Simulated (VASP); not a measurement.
Here is a VASP 6.6.1 calculation.

File INCAR:

```
SYSTEM = VO2
ALGO = Normal
AMIX = 0.2
AMIX_MAG = 0.8
BMIX = 1E-4
BMIX_MAG = 1E-4
EDIFF = 1E-7
EDIFFG = -0.005
ENCUT = 600
GGA = PE
IBRION = 2
ISIF = 3
ISMEAR = 0
ISPIN = 2
KPAR = 2
LASPH = .TRUE.
LCHARG = .FALSE.
LDAU = .TRUE.
LDAUJ = 0 0
LDAUL = 2 -1
LDAUPRINT = 1
LDAUTYPE = 2
LDAUU = 3.25 0
LMAXMIX = 4
LORBIT = 11
LREAL = .FALSE.
LWAVE = .FALSE.
MAGMOM = 1 -1 0 0 0 0
NELM = 150
NSW = 90
PREC = Accurate
SIGMA = 0.03
```

Contents of KPOINTS:

```
k-points
0
G
  6 6 10
  0 0 0
```

The input POSCAR:

```
VO2                                     
1.0
    4.5031454812     -0.0000000000      0.0000000000
    0.0000000000      4.5031454812      0.0000000000
    0.0000000000      0.0000000000      3.0412930685
  V               O             
     2     4
Direct
     0.0000000000000000    1.0000000000000000    0.0000000000000000
     0.5000000000000000    0.5000000000000000    0.5000000000000000
     0.2994021730356623    0.2994021730356623    0.0000000000000000
     0.2005978269643378    0.7994021730356622    0.5000000000000000
     0.7005978269643378    0.7005978269643378    0.0000000000000000
     0.7994021730356622    0.2005978269643378    0.5000000000000000
```

Potentials or basis: VASP PAW PBE potentials, release 64 (V_sv, O).

Run with:

```console
$ cat potpaw_PBE.64/V_sv/POTCAR potpaw_PBE.64/O/POTCAR > POTCAR
$ mpirun -np 2 vasp_std > vasp.out
```

(1) What does it give for the relaxed volume?

(2) Estimate the band gap on the k mesh.

(3) Predict the net moment.

## Answers

(1) 10.27 Å³/atom.

(2) 1.31 eV, indirect (least direct gap 1.47 eV).

(3) 0.00 μB per cell.
